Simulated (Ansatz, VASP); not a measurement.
# Two plane-wave programs on Si

File INCAR:

```
ALGO     = Normal         # electronic algorithm
EDIFF    = 1E-7           # SCF threshold, eV
ENCUT    = 520            # plane-wave cutoff, eV
ISIF     = 2              # what is computed and relaxed
ISMEAR   = 0              # smearing method
LASPH    = True           # aspherical terms in the spheres
LCHARG   = True           # write CHGCAR
LELF     = True           # ELF
LREAL    = False          # projectors in reciprocal space
LVHAR    = True         
LWAVE    = False          # write WAVECAR
NBANDS   = 11             # bands
NELM     = 80             # most SCF steps
PREC     = Accurate       # precision mode
SIGMA    = 0.05           # smearing width, eV
```

The input KPOINTS:

```
k-points
0
Gamma
  12 12 12
```

Contents of POSCAR:

```
Si
1.0
    0.0000000000      2.5095796826      2.9028308188
    2.5095796826      0.0000000000      2.9028308188
    2.5095796826      2.5095796826      0.0000000000
Si
2
Direct
    0.5000000000      0.5000000000      0.5000000000
    0.7500000000      0.7500000000      0.7500000000
```

Input for Ansatz:

```yaml
crystal:
  lattice:
    - [0.0, 2.5095796826, 2.9028308188]
    - [2.5095796826, 0.0, 2.9028308188]
    - [2.5095796826, 2.5095796826, 0.0]
  atoms:
    - { symbol: Si, position: [0.5, 0.5, 0.5] }
    - { symbol: Si, position: [0.75, 0.75, 0.75] }
basis:
  ecutwfc: 420
kpoints:
  mp_grid: { grid: [12, 12, 12] }
hamiltonian:
  xc: lda
  pseudopotentials: { kind: paw, azcp: { folder: soft_1 } }
scf:
  occupations: { method: gaussian, width: 0.05 }
output:
  forces: true
  stress: true
  eigenvalues: true
```

Alike in both runs: task single point; functional LDA; k mesh 12 × 12 × 12; occupations gaussian, width 0.05 eV; no spin polarisation.

|  | VASP | Ansatz |
| --- | --- | --- |
| version | VASP 6.6.1 | Ansatz 0.2.0 |
| potentials or method | VASP PAW LDA potentials, release 64 (Si) | scalar-relativistic, plane waves, PAW |
| plane-wave cutoff (eV) | 520 | 420 |
| valence electrons in the cell | 8 | 8 |

Ansatz gave:

| Item | Value |
| --- | --- |
| gap on the k mesh at the Fermi level (eV) | none |
| pressure (GPa) | 7.3 |
| largest component of the traceless stress (GPa) | 11.12 |

Task: What did VASP give for the same quantities?

Result: gap on the k mesh at the Fermi level (eV): none; pressure (GPa): 7.4; largest component of the traceless stress (GPa): 11.11.

A gap of «none» marks a metal or a gap that the smearing closes. Ansatz warned: «pseudo_functional_mismatch».
